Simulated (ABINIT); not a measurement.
Crystal: Ga.

```
Ga
1.0
     2.77842    0.00000    0.00000
     0.00000    3.28161    0.00000
    -1.34343    0.00000    3.99027
Ga
2
Cartesian
  -0.6607 2.4612 3.0732
  2.0957 0.8204 0.9171
```

This isn't the form of Ga at room conditions, which is orthorhombic.

Base run:

```yaml
Program: ABINIT 10.8.3 (patched build)
Functional: SCAN
Potentials_or_basis: Ansatz PAW PBE default generated set, frozen core
Cutoff: 490 eV
k_mesh: 10 × 8 × 7
Occupations: fermi-dirac, width 0.05 eV
Spin: no spin polarisation
```

Its results: band gap on the k mesh none (metal or under the smearing width); pressure -1.0 GPa; largest force 0.024 eV/Å.

After a change of settings the same cell gave: band gap on the k mesh none (metal or under the smearing width); pressure -0.3 GPa; largest force 0.077 eV/Å. Which change was it?
A. functional from SCAN to BLYP
B. functional from SCAN to LDA
C. functional from SCAN to WC
D. functional from SCAN to revPBE

C.

Caveats: the PAW data sets were made with another functional, which shifts forces and pressure a little; the atomic spheres overlap.

Runs at the PBE level aren't shown here.
